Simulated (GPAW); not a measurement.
**V: changing the Hubbard U on V d**

```xyz
2
Lattice="2.6043 0.0000 0.0000 -1.3021 2.2554 0.0000 0.0000 0.0000 4.7233" Properties=species:S:1:pos:R:3 pbc="T T T"
V     0.0000    1.5036    1.1808
V     1.3021    0.7518    3.5425
```

This isn't the form of V at room conditions, which is bcc.

Kept alike: task band structure; functional PBEsol; k mesh 9 × 9 × 4; occupations fermi-dirac, width 0.05 eV; collinear spin, ferromagnetic start. Program: GPAW, PAW data sets generated for this functional, cutoff 600 eV. The mesh is that of the run's cell of 2 atoms. No spin-orbit coupling.

| run | pressure (GPa) | largest site moment (μB) |
| --- | --- | --- |
| A | 7.49 | 0.96 |
| B | 44.47 | 2.56 |
| C | -5.76 | 0.00 |
| D | 12.73 | 1.03 |
| E | -0.84 | 0.39 |
| F | -3.87 | 0.00 |

Pressure is positive in compression; the values hold the error of the finite cutoff, so their zero can differ a little from the energy's minimum. For a metal such a mesh leaves the last digits unconverged. How U acts hangs on the program's projectors. The runs hold the magnetic state that their start led to, which needn't be the lowest. Site moments count inside each atom's sphere or projector.

Q: The runs differ in the Hubbard U on V d alone: 0; 1; 2; 3; 4; 6 eV. Which run is which?

A: Run A is 3 eV; run B is 6 eV; run C is 0 eV; run D is 4 eV; run E is 2 eV; run F is 1 eV. The pressure rises from -5.76 to 44.47 GPa between 0 and 6 eV. The largest site moment runs from 0.00 (0; 1) to 2.56 μB (6).
